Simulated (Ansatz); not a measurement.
Yb: reading a single point

```xyz
2
Lattice="1.7024 2.9487 0.0000 -1.7024 2.9487 0.0000 0.0000 0.0000 5.4950" Properties=species:S:1:pos:R:3 pbc="T T T"
Yb    0.0000    1.9658    1.3738
Yb    0.0000    3.9315    4.1213
```

The numbers come from plane-wave PAW DFT (Ansatz): PBE, no spin polarisation, 420 eV, 8×8×5 Γ-centred k points, fermi-dirac occupations (width 0.1 eV). Nothing was relaxed.

- Contacts: Yb–Yb at 3.38 Å: least valence density 0.11 e/Å³ and ELF 0.15 there. Both are smooth PAW fields, read partly inside the augmentation spheres.
- Stress: The pressure is 7.3 GPa (compression positive), so with the atoms held at these fractions the cell would first expand. The principal stresses 6.8, 6.8, 8.1 GPa differ, so its shape would change too.
- At the Fermi level: It is a metal, with about 2.2 states/eV a cell as the mean within 0.25 eV of the Fermi level, mostly Yb d (65 %) and Yb f (30 %).

Origin: a known structure type with other elements, at an estimated volume, so it need not be a known compound. Caveats: no spin polarisation, so a magnetic state may lie lower; f levels without a U or exact exchange are poorly placed.
